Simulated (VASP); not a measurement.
KCl in VASP 6.6.1, single-point calculation

INCAR

```
LREAL = .FALSE.
ISIF = 2
IBRION = -1
LWAVE = .FALSE.
EDIFF = 1E-7
SIGMA = 0.02
NBANDS = 6
LCHARG = .FALSE.
NSW = 0
ENCUT = 520
PREC = Accurate
ISMEAR = -1
LASPH = .TRUE.
NELM = 82
GGA = PE
```

KPOINTS

```
KPOINTS created by Atomic Simulation Environment
0
Gamma
8 8 8
0 0 0
```

POSCAR

```
K  Cl
 1.0000000000000000
     3.5652625018999999    0.0000000000000000    0.0000000000000000
     0.0000000000000000    3.5652625018999999    0.0000000000000000
     0.0000000000000000    0.0000000000000000    3.8466665134000002
 K   Cl
   1   1
Cartesian
  0.0000000000000000  0.0000000000000000  0.0000000000000000
  1.7826312509499997  1.7826312509499997  1.9233332567000005
```

The recommended PBE PAW datasets give the neutral cell 16 valence electrons.

Command

```
mpirun -np 1 vasp_std
```

Standard output (part)

```
POSCAR found type information on POSCAR K Cl
 POSCAR found :  2 types and       2 ions
 LDA part: xc-table for (Slater+PW92), standard interpolation
|     EEEEEEE  RRRRRR   RRRRRR   OOOOOOO  RRRRRR      ###     ###     ###     |
|     E        R     R  R     R  O     O  R     R     ###     ###     ###     |
|     E        R     R  R     R  O     O  R     R     ###     ###     ###     |
|     EEEEE    RRRRRR   RRRRRR   O     O  RRRRRR       #       #       #      |
|     E        R    R   R    R   O     O  R    R      ###     ###     ###     |
|     EEEEEEE  R     R  R     R  OOOOOOO  R     R     ###     ###     ###     |
|     The number of bands is not sufficient to hold all electrons. I am       |
|     sorry, but this calculation does not make sense. If you want to         |
|     calculate only selected states, you need to set either EFERMI or        |
|     EREF. EREF specifies around which energy states are supposed to be      |
|     calculated.                                                             |
|     I found NBANDS = 6, NELECT = 16.                                        |
|       ---->  I REFUSE TO CONTINUE WITH THIS SICK JOB ... BYE!!! <----       |
```

VASP stopped before the first electronic step.

The fault: too few bands.

The run took about 0.4 s on one core of a shared host (Intel Xeon 6975P-C).
